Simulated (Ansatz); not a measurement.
Start of a relaxation, H put at a top Cu site (CuO, Cccm (No. 66), (0 0 1) face):

```yaml
crystal:
  lattice:
    - [2.94870, 0.00000, 0.00000]
    - [-0.00819, 2.94869, 0.00000]
    - [0.00000, 0.00000, 28.01471]
  atoms:
    - { symbol: O, position: [0.50000, 0.50000, 0.30341] }
    - { symbol: Cu, position: [0.50000, 0.00000, 0.34938] }
    - { symbol: O, position: [0.50000, 0.50000, 0.39535] }
    - { symbol: Cu, position: [0.00000, 0.50000, 0.44132] }
    - { symbol: O, position: [0.50000, 0.50000, 0.48719] }
    - { symbol: Cu, position: [0.50000, 0.00000, 0.53319] }
    - { symbol: O, position: [0.50000, 0.50000, 0.57942] }
    - { symbol: Cu, position: [0.00000, 0.50000, 0.62138] }
    - { symbol: H, position: [0.00000, 0.50000, 0.67993] }
```

The calculation used DFT PBE, scalar-relativistic, plane waves, PAW in Ansatz 0.2.0. Settings: cutoff 420 eV, Γ-centred mesh 10×10×1 on the computed 9-atom cell, Gaussian smearing of 0.10 eV; no spin polarisation. The cell repeats along c with a dipole correction in the vacuum.

Atoms 1, 2, 3, 4 (counted from 1) are held. The cell is fixed. Force threshold 0.03 eV/Å.

Problem. Where does it end?

Solution. The energy falls by 0.164 eV in 5 steps, to:

```xyz
9
Lattice="2.9487 0.0000 0.0000 -0.0082 2.9487 0.0000 0.0000 0.0000 28.0147" Properties=species:S:1:pos:R:3 pbc="T T T"
O     1.4703    1.4743    8.5000
Cu    1.4744    0.0000    9.7878
O     1.4703    1.4743   11.0756
Cu   -0.0041    1.4743   12.3634
O     1.4703    1.4743   13.6486
Cu    1.4744    0.0000   14.9292
O     1.4703    1.4743   16.1859
Cu   -0.0041    1.4743   17.5002
H    -0.0041    1.4743   18.9885
```

The end is the local minimum or symmetric point that this start leads to.

Spin polarisation was left out, and a magnetic state may lie lower.

The reference crystal is a form of CuO, which isn't its usual structure.

Cost: 1 run of about 14 core-minutes, on Arm Neoverse N1 (shared hosts).